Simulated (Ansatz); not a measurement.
**TaN: do energies and stresses tell the same story?**

Theory: DFT r2SCAN, scalar-relativistic, plane waves, PAW (Ansatz 0.2.0).

Settings: cutoff 500 eV, Γ-centred mesh 18×18×14 on the computed 2-atom cell, Gaussian smearing of 0.10 eV; no spin polarisation.

Relaxed cell: P-6m2, a = 2.936 Å, b = 2.936 Å, c = 2.885 Å, α = 90.00°, β = 90.00°, γ = 120.00°, 2 atoms in the primitive cell. This form isn't the usual stable structure of the compound.

Energies at zero smearing and pressures from the stress tensor, at volumes with shape and atoms relaxed:
| V (Å³/atom) | E − E(first) (meV/atom) | P (GPa) |
| --- | --- | --- |
| 10.122 | 0.00 | 25.33 |
| 10.445 | -36.92 | 11.65 |
| 10.768 | -48.33 | -0.02 |
| 11.091 | -37.98 | -9.98 |
| 11.414 | -9.06 | -18.48 |

Check P = −dE/dV between neighbouring volumes, and get the bulk modulus from the pressures alone.

With 1 eV/Å³ = 160.2 GPa:
| middle V (Å³/atom) | −ΔE/ΔV (GPa) | mean P (GPa) |
| --- | --- | --- |
| 10.284 | 18.311 | 18.493 |
| 10.607 | 5.660 | 5.815 |
| 10.930 | -5.134 | -5.002 |
| 11.253 | -14.344 | -14.229 |

The two differ by 0.18 GPa at most. The mean of two end pressures misses the average over a step by about ΔV² P″/12, up to 0.18 GPa here; with that taken off 0.00 GPa remains. Around V = 10.768 Å³/atom, the two neighbours give B = −V ΔP/ΔV = 10.768 × 21.63 / 0.646 = 360.6 GPa, against B0 = 359.0 GPa from the Birch–Murnaghan fit of the energies.

Spin–orbit coupling is left out, which can shift energies with elements as heavy as these.